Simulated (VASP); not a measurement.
Ni2Ge:

```xyz
3
Lattice="3.3637 0.0000 0.0000 -1.6818 2.9130 0.0000 0.0000 0.0000 3.4769" Properties=species:S:1:pos:R:3 pbc="T T T"
Ni    0.0000    1.9420    1.7385
Ni    1.6818    0.9710    1.7385
Ge    0.0000    0.0000    0.0000
```

The cell was built by a generator and needn't be a form met in nature.

- Program: VASP 6.6.1
- Task: relaxation of cell and atoms
- Functional: PBE
- Potentials or basis: VASP PAW PBE potentials, release 64 (Ni, Ge_d)
- Cutoff: 520 eV
- k mesh: 7 × 7 × 6
- Occupations: gaussian, width 0.15 eV
- Spin: collinear spin, ferromagnetic start
- Starting moments: [1.0, 1.0, 0.0] μB

At the start: pressure 59.0 GPa; volume 11.36 Å³/atom.

Question: Where does the relaxation end?

Answer: Over 13 steps the energy falls by 949.1 meV/atom and the volume is 12.33 Å³/atom (+8.6 %); space group P6/mmm (No. 191, to 0.05 Å); moment 0.00 μB per cell.

Step by step:
| step | energy change (eV) | largest force (eV/Å) | pressure (GPa) | volume (Å³) |
| --- | --- | --- | --- | --- |
| 1 | 0.0000 | 0.0000 | 58.98 | 34.07 |
| 2 | -0.8319 | 0.0000 | -17.60 | 58.24 |
| 3 | -1.9554 | 0.0000 | -5.08 | 44.78 |
| 4 | -1.9618 | 0.0000 | -3.39 | 44.55 |
| 5 | -2.1925 | 0.0000 | -4.33 | 42.92 |
| 6 | -2.7777 | 0.0000 | 0.14 | 37.46 |
| 7 | 22.7856 | 0.0000 | 407.75 | 23.93 |
| 8 | -2.7881 | 0.0000 | -1.16 | 37.30 |
| 9 | -1.0678 | 0.0000 | 52.77 | 31.05 |
| 10 | -2.8148 | 0.0000 | 2.25 | 36.76 |
| 11 | -2.8279 | 0.0000 | 5.55 | 36.14 |
| 12 | -2.7689 | 0.0000 | -6.91 | 38.68 |
| 13 | -2.8473 | 0.0000 | 0.18 | 36.98 |

Final structure:
```yaml
crystal:
  lattice:
    - [4.05246, 0.00000, 0.00000]
    - [-2.02623, 3.50953, 0.00000]
    - [0.00000, 0.00000, 2.60031]
  atoms:
    - { symbol: Ni, position: [0.33333, 0.66667, 0.50000] }
    - { symbol: Ni, position: [0.66667, 0.33333, 0.50000] }
    - { symbol: Ge, position: [0.00000, 0.00000, 0.00000] }
```

Caveat: the relaxation stopped at a loose force limit of 0.08 eV/Å, so its end isn't a converged minimum.
